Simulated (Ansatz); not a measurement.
# Calculated quadrupolar parameters for TiO2 under strain

The cell is a structure deposited in the COD, relaxed with PBE at fixed cell and then changed (z compressed by 2 %, ions relaxed).

```
CELL_PARAMETERS angstrom
4.59400 0.00000 0.00000
0.00000 4.59400 0.00000
0.00000 0.00000 2.89982
ATOMIC_POSITIONS crystal
Ti 0.00000 0.00000 0.00000
Ti 0.50000 0.50000 0.50000
O 0.30335 0.30335 0.00000
O 0.19665 0.80335 0.50000
O 0.69665 0.69665 0.00000
O 0.80335 0.19665 0.50000
```

Atom numbers follow the list; atoms alike are taken as one site, whose name carries the number of the first.

Computed with Ansatz: DFT, PBE, plane waves and PAW, scalar-relativistic, 420 eV cutoff, Γ-centred 7×7×10 k-points, Fermi–Dirac smearing 0.02 eV.

Conventions: |V_zz| ≥ |V_yy| ≥ |V_xx|, η = (V_xx − V_yy)/V_zz, C_Q = eQV_zz/h. ν_Q = 3|C_Q|/[2I(2I − 1)].

49Ti: I = 7/2, Q = 247.0 mb; ¹⁷O: I = 5/2, Q = -25.58 mb. Quadrupole moments are those of Pyykkö's year-2017 table.

(1) Give the quadrupolar parameters of the distinct sites.

Results:

(1) 

```json
{"site": "Ti", "atoms (order as listed)": "1, 2", "first shell": "6 O at 1.93–1.97 Å", "C_Q (MHz)": "-12.1", "η": "0.99", "ν_Q (MHz)": "0.864"}
{"site": "O", "atoms (order as listed)": "3, 4, 5, 6", "first shell": "3 Ti at 1.93–1.97 Å", "C_Q (MHz)": "-1.55", "η": "0.78", "ν_Q (MHz)": "0.233"}
```

At this changed cell the PBE pressure is 11 GPa. Where η is near 1 the sign of V_zz means little.
